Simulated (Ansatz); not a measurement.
**CdI₂, one structure, two calculations**

Cell: a Materials Project structure (computed, not necessarily an observed phase).

```yaml
crystal:
  lattice:
    - [4.28623, 0.00000, 0.00000]
    - [-2.14311, 3.71198, 0.00000]
    - [0.00000, 0.00000, 29.10699]
  atoms:
    - { symbol: Cd, position: [0.00000, 0.00000, 0.00000] }
    - { symbol: Cd, position: [0.66667, 0.33333, 0.74995] }
    - { symbol: Cd, position: [0.33333, 0.66667, 0.25005] }
    - { symbol: Cd, position: [0.00000, 0.00000, 0.50000] }
    - { symbol: I, position: [0.00000, 0.00000, 0.30917] }
    - { symbol: I, position: [0.66667, 0.33333, 0.44110] }
    - { symbol: I, position: [0.00000, 0.00000, 0.69083] }
    - { symbol: I, position: [0.33333, 0.66667, 0.55890] }
    - { symbol: I, position: [0.33333, 0.66667, 0.80913] }
    - { symbol: I, position: [0.66667, 0.33333, 0.94110] }
    - { symbol: I, position: [0.66667, 0.33333, 0.19087] }
    - { symbol: I, position: [0.33333, 0.66667, 0.05890] }
```

Atoms are numbered from 1 in the order listed; like atoms form one site, named after its first atom.

First run. Computed with Ansatz: DFT, PBE, plane waves and PAW, scalar-relativistic, 420 eV cutoff, Γ-centred 8×8×1 k-points, Fermi–Dirac smearing 0.02 eV.

```tsv
site	atom	V_zz (10²¹ V/m²)	η
Cd1	1	0.17	0.00
Cd4	4	0.17	0.00
Cd2	2	0.11	0.00
I5	5	-5.96	0.00
I6	6	-6.49	0.00
I10	10	-6.29	0.00
```

Second run. The same atoms and settings, except that spin–orbit coupling is included (fully relativistic PAW files).

(1) What does the second run give?

## Answers

(1) 

```tsv
site	atom	V_zz	η	change of V_zz
Cd1	1	0.24	0.00	+0.07
Cd4	4	0.24	0.00	+0.07
Cd2	2	0.18	0.00	+0.07
I5	5	-5.96	0.00	0.00
I6	6	-6.50	0.00	-0.01
I10	10	-6.29	0.00	0.00
```

The largest change of V_zz is on Cd2, from 0.11 to 0.18.
